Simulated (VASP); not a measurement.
Runs of VASP 6.6.1 on LiCl. The structure is cubic, space group Fm-3m (No. 225). The conventional cell has a = 5.130 Å, b = 5.130 Å, c = 5.130 Å, α = 90.00°, β = 90.00°, γ = 90.00°. Cl (site symmetry m-3m) has 6 Li at 2.56 Å as nearest neighbours. Li (site symmetry m-3m) is surrounded by 6 Cl at 2.56 Å. 

```csv
task,level,potentials or basis,k mesh,smearing,ladder,grid for exact exchange (PRECFOCK),exchange at q = 0,screening parameter,gap on the mesh (eV)
single point,PBEsol,"VASP PAW PBE potentials, release 64 (Cl, Li_sv)",9 × 9 × 9,fermi-dirac 0.05 eV,free,-,-,-,(a)
single point,PBE,"VASP PAW PBE potentials, release 64 (Cl, Li_sv)",9 × 9 × 9,fermi-dirac 0.05 eV,-,-,-,-,6.34
band structure,PBE0,"VASP PAW PBE potentials, release 64 (Cl, Li_sv)",6 × 6 × 6,gaussian 0.02 eV,gaps,Fast,truncated,-,8.45
band structure,r2SCAN,"VASP PAW PBE potentials, release 64 (Cl, Li_sv)",10 × 10 × 10,gaussian 0.02 eV,free,-,-,-,(b)
single point,LDA,"VASP PAW LDA potentials, release 64 (Cl, Li_sv)",9 × 9 × 9,gaussian 0.1 eV,-,-,-,-,6.00
band structure,HSE06,"VASP PAW PBE potentials, release 64 (Cl, Li_sv)",6 × 6 × 6,gaussian 0.02 eV,free,Fast,-,0.2 1/A,7.75
band structure,PBE0,"VASP PAW PBE potentials, release 64 (Cl, Li_sv)",6 × 6 × 6,gaussian 0.02 eV,free,Fast,truncated,-,8.45
```

Alike in all rows: no spin polarisation; cell as given; cutoff (eV) 520.

Question: Fill in the values left out.

Answer: (a) 6.14; (b) 7.30.

Caveats: an odd mesh through Γ misses points on the zone boundary, where band edges often lie (some runs).

Not every run made on this cell is shown here.
